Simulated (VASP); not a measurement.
# EuO (Fm-3m) in VASP: settings compared

Aim: see how the results for EuO move with the level of theory and the settings. Levels: RPBE, PBEsol. Tasks: single point.

Everything below comes from runs of VASP 6.6.1. Logs are shortened: lines on timing, memory, paths and dates and some standing lists are left out, and cuts for length are marked.

**The experiment to reproduce.**

A printed reference work, monograph reports, for a bulk crystal of EuO at 300 K: band gap 1.115 eV (optical).

How close the calculation comes is told below.

### Step 1. The cell of the first run

The structure is cubic, space group Fm-3m (No. 225). Conventional cell: a = 5.144 Å, b = 5.144 Å, c = 5.144 Å, α = 90.00°, β = 90.00°, γ = 90.00°. Within 3.4 Å of Eu (site symmetry m-3m) lie 6 O at 2.57 Å. Within 3.4 Å of O (site symmetry m-3m) lie 6 Eu at 2.57 Å.

### Step 2. Single point, RPBE, collinear spin, ferromagnetic start

Contents of INCAR:

```
ALGO     = Normal         # electronic algorithm
EDIFF    = 1E-6           # SCF threshold, eV
ENCUT    = 600            # plane-wave cutoff, eV
GGA      = RP             # functional
GGA_COMPAT= False        
ISIF     = 2              # what is computed and relaxed
ISMEAR   = 1              # smearing method
ISPIN    = 2              # spin polarisation
LASPH    = True           # aspherical terms in the spheres
LCHARG   = True           # write CHGCAR
LELF     = True           # ELF
LMAXMIX  = 6              # l up to which the mixer works
LORBIT   = 11             # projections on sites
LREAL    = False          # projectors in reciprocal space
LVHAR    = True         
LWAVE    = False          # write WAVECAR
MAGMOM   = 4.9 0          # initial moments
NBANDS   = 22             # bands
NELM     = 200            # most SCF steps
PREC     = Accurate       # precision mode
SIGMA    = 0.1            # smearing width, eV
```

Contents of KPOINTS:

```
k-points
0
Gamma
  8 8 8
```

Contents of POSCAR:

```
EuO
1.0
    0.0000000000      2.5719500000      2.5719500000
    2.5719500000      0.0000000000      2.5719500000
    2.5719500000      2.5719500000      0.0000000000
Eu O
1 1
Direct
    0.0000000000      0.0000000000      0.0000000000
    0.5000000000      0.5000000000      0.5000000000
```

Potentials or basis: VASP PAW PBE potentials, release 64 (Eu, O).

Launch:

```bash
> cat potpaw_PBE.64/Eu/POTCAR potpaw_PBE.64/O/POTCAR > POTCAR
> mpirun -np 1 vasp_std > vasp.out
```

OUTCAR:

```text
EDIFF = 1E-6
   ENCUT = 600
   GGA = RP
   ISIF = 2
   ISMEAR = 1
   ISPIN = 2
   LASPH = True
   LORBIT = 11
   LREAL = False
   NELM = 200
   PREC = Accurate

 ion  position               nearest neighbor table
   1  0.000  0.000  0.000-   2 2.57   2 2.57   2 2.57   2 2.57   2 2.57   2 2.57
   2  0.500  0.500  0.500-   1 2.57   1 2.57   1 2.57   1 2.57   1 2.57   1 2.57

  LATTYP: Found a face centered cubic cell.
 ALAT       =     5.1439000000

  Lattice vectors:

 A1 = (   0.0000000000,   2.5719500000,   2.5719500000)
 A2 = (   2.5719500000,   0.0000000000,   2.5719500000)
 A3 = (   2.5719500000,   2.5719500000,   0.0000000000)

Analysis of symmetry for initial positions (statically):
=====================================================================
 Subroutine PRICEL returns:
 Original cell was already a primitive cell.

 Routine SETGRP: Setting up the symmetry group for a
 face centered cubic supercell.

 Subroutine GETGRP returns: Found 48 space group operations
 (whereof 48 operations were pure point group operations)
 out of a pool of 48 trial point group operations.

The static configuration has the point symmetry O_h .

Analysis of symmetry for dynamics (positions and initial velocities):
=====================================================================
 Subroutine PRICEL returns:
 Original cell was already a primitive cell.

 Routine SETGRP: Setting up the symmetry group for a
 face centered cubic supercell.

 Subroutine GETGRP returns: Found 48 space group operations
 (whereof 48 operations were pure point group operations)
 out of a pool of 48 trial point group operations.

The dynamic configuration has the point symmetry O_h .

Analysis of structural, dynamic, and magnetic symmetry:
=====================================================================
 Subroutine PRICEL returns:
 Original cell was already a primitive cell.

 Routine SETGRP: Setting up the symmetry group for a
 face centered cubic supercell.

 Subroutine GETGRP returns: Found 48 space group operations
 (whereof 48 operations were pure point group operations)
 out of a pool of 48 trial point group operations.

The overall configuration has the point symmetry O_h .

 Subroutine INISYM returns: Found 48 space group operations
 (whereof 48 operations are pure point group operations),
 and found     1 'primitive' translations

----------------------------------------------------------------------------------------

[... 116 lines left out ...]
   LORBIT       =     11    0 simple, 1 ext, 2 COOP (PROOUT), +10 PAW based schemes
   GGA     = RP    functional components
   LHFCALC =     F    Hartree Fock is set to
   AEXX    =    0.0000 exact exchange contribution
   IVDW    =     0    specifies the selected vdW correction
   LEPSILON=     F    determine dielectric tensor
   LRPA    =     F    only Hartree local field effects (RPA)
 spin polarized calculation
 Methfessel and Paxton  Order N= 1 SIGMA  =   0.10
  energy-cutoff  :      600.00
  volume of cell :       34.03
 maximum number of plane-waves:      1158
 NGX is ok and might be reduce to    30
   NGX = 15   NGY = 15   NGZ = 15

 number of electron      22.9999999 magnetization       6.9908340

 Free energy of the ion-electron system (eV)
  ---------------------------------------------------
  ext. energy  EPLUGINS =         0.00000000
  ---------------------------------------------------
  free energy    TOTEN  =       -21.33748811 eV

  energy without entropy =      -21.34002598  energy(sigma->0) =      -21.33833407

 E-fermi :   4.8559     XC(G=0): -10.6349

 val. band max:        4.8277300701   @ k =   0.1250   0.0000   0.0000
 cond. band min:       4.8576158647   @ k =   0.1250   0.1250   0.0000
 fundamental gap:      0.0298857946
 Fermi energy:         4.8558645408

 spin component 1

 k-point     1 :       0.0000    0.0000    0.0000
  band No.  band energies     occupation
      1     -36.7175      1.00000
      2     -15.1169      1.00000
      3     -15.1169      1.00000
      4     -15.1169      1.00000
      5     -13.9574      1.00000
      6       1.0071      1.00000
[... 589 lines left out ...]
     21      13.7464      0.00000
     22      14.1221      0.00000

 [... further k-points ...]

 spin component 2

 k-point     1 :       0.0000    0.0000    0.0000
  band No.  band energies     occupation
      1     -33.5923      1.00000
      2     -14.0677      1.00000
      3     -12.7952      1.00000
      4     -12.7952      1.00000
      5     -12.7952      1.00000
      6       1.0478      1.00000
[... 589 lines left out ...]
     21      15.3207      0.00000
     22      15.5249      0.00000

 [... further k-points ...]

------------------------ aborting loop because EDIFF is reached ----------------------------------------

  FORCE on cell =-STRESS in cart. coord.  units (eV):
  Direction    XX          YY          ZZ          XY          YZ          ZX
  --------------------------------------------------------------------------------------
  -------------------------------------------------------------------------------------
  Total       -0.1882240     -0.1882240     -0.1882240      0.0000000     -0.0000000      0.0000000
  in kB       -8.8627386     -8.8627386     -8.8627386      0.0000000     -0.0000000      0.0000000
  external PRESSURE =      -8.8627386 kB  Pullay stress =       0.0000000 kB

 VOLUME and BASIS-vectors are now :
 -----------------------------------------------------------------------------
  energy-cutoff  :      600.00
  volume of cell :       34.03
      direct lattice vectors                 reciprocal lattice vectors
     0.000000000  2.571950000  2.571950000    -0.194405023  0.194405023  0.194405023
     2.571950000  0.000000000  2.571950000     0.194405023 -0.194405023  0.194405023
     2.571950000  2.571950000  0.000000000     0.194405023  0.194405023 -0.194405023

 POSITION                                       TOTAL-FORCE (eV/Angst)
 -----------------------------------------------------------------------------------
      0.00000      0.00000      0.00000         0.000000      0.000000      0.000000
      2.57195      2.57195      2.57195        -0.000000     -0.000000      0.000000
 -----------------------------------------------------------------------------------
    total drift:                                0.000000      0.000000      0.000000

  FREE ENERGIE OF THE ION-ELECTRON SYSTEM (eV)
  ---------------------------------------------------
  free  energy   TOTEN  =       -21.3374881118 eV

  energy  without entropy=      -21.3400259845  energy(sigma->0) =      -21.33833407

 total charge

# of ion       s       p       d       f       tot
--------------------------------------------------
    1        2.033   5.788   0.383   6.629  14.833
    2        1.556   3.404   0.000   0.000   4.960
--------------------------------------------------
tot          3.589   9.191   0.383   6.629  19.793

 magnetization (x)

# of ion       s       p       d       f       tot
--------------------------------------------------
    1       -0.013  -0.111   0.148   6.579   6.603
    2       -0.004  -0.107   0.000   0.000  -0.111
--------------------------------------------------
tot         -0.017  -0.218   0.148   6.579   6.492
```

OSZICAR:

```text
N       E                     dE             d eps       ncg     rms          rms(c)
DAV:   1     0.156151527482E+03    0.15615E+03   -0.94520E+03  3562   0.533E+03
DAV:   2     0.195463112430E+01   -0.15420E+03   -0.13375E+03  3500   0.423E+02
DAV:   3    -0.172188382662E+02   -0.19173E+02   -0.18595E+02  3468   0.121E+02
DAV:   4    -0.196833689180E+02   -0.24645E+01   -0.24251E+01  4812   0.266E+01
DAV:   5    -0.197509883746E+02   -0.67619E-01   -0.67410E-01  3982   0.663E+00    0.355E+01
DAV:   6    -0.239498366080E+02   -0.41988E+01   -0.14687E+01  3848   0.668E+01    0.288E+01
DAV:   7    -0.212309621800E+02    0.27189E+01   -0.51381E+00  3984   0.719E+01    0.181E+01
DAV:   8    -0.213288540027E+02   -0.97892E-01   -0.48459E-01  4358   0.698E+00    0.900E+00
DAV:   9    -0.213333831197E+02   -0.45291E-02   -0.10615E-01  4444   0.471E+00    0.393E+00
DAV:  10    -0.213405316067E+02   -0.71485E-02   -0.58098E-02  4036   0.438E+00    0.230E+00
DAV:  11    -0.213371690558E+02    0.33626E-02   -0.18187E-02  3656   0.248E+00    0.734E-01
DAV:  12    -0.213373578227E+02   -0.18877E-03   -0.11350E-03  4272   0.309E-01    0.307E-01
DAV:  13    -0.213374546533E+02   -0.96831E-04   -0.43002E-04  4386   0.343E-01    0.155E-01
DAV:  14    -0.213374767568E+02   -0.22104E-04   -0.37056E-05  4152   0.697E-02    0.111E-01
DAV:  15    -0.213374881357E+02   -0.11379E-04   -0.13784E-05  3638   0.351E-02    0.521E-02
DAV:  16    -0.213374881118E+02    0.23841E-07   -0.18842E-06  3056   0.206E-02
   1 F= -.21337488E+02 E0= -.21338334E+02  d E =0.253787E-02  mag=     6.9909
```

stdout:

```text
POSCAR found type information on POSCAR EuO
 POSCAR found :  2 types and       2 ions
 scaLAPACK will be used
 -----------------------------------------------------------------------------
|                                                                             |
|                                                                             |
|     You enforced a specific xc type in the INCAR file but a different       |
|     I HOPE YOU KNOW WHAT YOU ARE DOING!                                     |
|                                                                             |
 -----------------------------------------------------------------------------

 LDA part: xc-table for (Slater+PW92), standard interpolation
 POSCAR, INCAR and KPOINTS ok, starting setup
 FFT: planning ... GRIDC
 FFT: planning ... GRID_SOFT
 FFT: planning ... GRID
 WAVECAR not read
 entering main loop
```

Wall time 64 s (1 thread of Intel Xeon Platinum 8488C (Sapphire Rapids), shared host); peak memory 0.22 GiB.

Results:

| Quantity | Value |
| --- | --- |
| Free energy | -21.3375 eV |
| Pressure | -0.9 GPa |
| Band gap on the k mesh | zero (filled and empty bands overlap) |
| Net moment | 6.99 μB per cell |
| Site moments | Eu +6.60; O -0.11 μB |
| Valence electrons inside the program's atomic spheres | Eu 14.83; O 4.96 |

Levels at points of the mesh, in eV from the Fermi level:
Spin up:
```
           k point  band 12  band 13  band 14  band 15  band 16  band 17  band 18  band 19
(0.00, 0.00, 0.00)    -0.24    -0.24     0.07     0.07     0.07     1.64     1.64     1.64
(0.50, 0.00, 0.00)    -0.27    -0.27    -0.26    -0.23     2.24     4.35     4.35     4.70
(0.50, 0.50, 0.00)    -0.36    -0.36    -0.29    -0.04    -0.04     3.40     5.72     6.55
```
Spin down:
```tsv
k point	band 6	band 7	band 8	band 9	band 10	band 11
(0.00, 0.00, 0.00)	-3.81	-3.81	-3.81	0.91	2.85	2.85
(0.50, 0.00, 0.00)	-5.72	-4.85	-4.85	3.18	3.83	4.24
(0.50, 0.50, 0.00)	-3.84	-3.76	-3.76	-0.04	4.28	4.36
```

Caveat: the PAW data sets were made with another functional, which shifts forces and pressure a little; spin-orbit coupling is left out, which moves the levels of the heavy elements; a cell with one magnetic atom can't hold antiferromagnetic order, which such compounds often take; semilocal functionals describe open f shells poorly, which spoils levels, moments and volumes. The state reached can hang on the start; a lower one may exist.

### Step 3. Single point, PBEsol, collinear spin, ferromagnetic start

Contents of INCAR:

```
SYSTEM = EuO
ALGO = Normal ; EDIFF = 1E-6
ENCUT = 600 ; GGA = PS
GGA_COMPAT = .FALSE. ; ISIF = 2
ISMEAR = 1 ; ISPIN = 2
LASPH = .TRUE. ; LCHARG = .TRUE.
LELF = .TRUE. ; LMAXMIX = 6
LORBIT = 11 ; LREAL = .FALSE.
LVHAR = .TRUE. ; LWAVE = .FALSE.
MAGMOM = 4.9 0 ; NBANDS = 22
NELM = 200 ; PREC = Accurate
SIGMA = 0.1
```

Contents of KPOINTS:

```
k-points
0
G
  8 8 8
  0 0 0
```

POSCAR is that of step 2.

Potentials or basis: VASP PAW PBE potentials, release 64 (Eu, O).

Launch:

```bash
> cat potpaw_PBE.64/Eu/POTCAR potpaw_PBE.64/O/POTCAR > POTCAR
> mpirun -np 1 vasp_std > vasp.out
```

Run time: 75 s. Hardware: 1 thread of Intel Xeon Platinum 8488C (Sapphire Rapids), shared host; peak memory 0.22 GiB.

Results (log left out):

```
Free energy                                           : -22.6786 eV
Pressure                                              : -9.5 GPa
Band gap on the k mesh                                : zero (filled and empty bands overlap)
Net moment                                            : 6.97 μB per cell
Site moments                                          : Eu +6.60; O -0.10 μB
Valence electrons inside the program's atomic spheres : Eu 14.76; O 4.92
```

Levels at points of the mesh, in eV from the Fermi level:
Spin up:
```csv
k point,band 13,band 14,band 15,band 16,band 17,band 18
"(0.00, 0.00, 0.00)",-0.22,0.07,0.07,0.07,1.56,1.56
"(0.50, 0.00, 0.00)",-0.26,-0.25,-0.21,2.21,4.32,4.32
"(0.50, 0.50, 0.00)",-0.35,-0.27,-0.03,-0.03,3.33,5.68
```
Spin down:
| k point | band 6 | band 7 | band 8 | band 9 | band 10 | band 11 |
| --- | --- | --- | --- | --- | --- | --- |
| (0.00, 0.00, 0.00) | -3.80 | -3.80 | -3.80 | 0.55 | 2.68 | 2.68 |
| (0.50, 0.00, 0.00) | -5.82 | -4.87 | -4.87 | 2.99 | 3.60 | 4.07 |
| (0.50, 0.50, 0.00) | -3.84 | -3.75 | -3.75 | -0.30 | 4.09 | 4.20 |

Caveat: the cell stands under tension; the PAW data sets were made with another functional, which shifts forces and pressure a little; spin-orbit coupling is left out, which moves the levels of the heavy elements; a cell with one magnetic atom can't hold antiferromagnetic order, which such compounds often take; semilocal functionals describe open f shells poorly, which spoils levels, moments and volumes. The state reached can hang on the start; a lower one may exist.

### Step 4. Comparison with measurements

Step 2. A measured gap of EuO is 1.115 eV (optical; 300 K; a printed reference work, monograph); the calculated 0.00 eV misses it by -1.11 eV. So large a miss can be the level of theory's own, or it may mean another phase, state or a wrong row. Spin-orbit coupling on Eu is left out. The value is that of RPBE on a finite k mesh, which can miss the band edges, without temperature or zero-point motion. Semilocal functionals fall short of measured gaps as a rule. The run's magnetic order (collinear spin, ferromagnetic start) needn't be the measured crystal's.
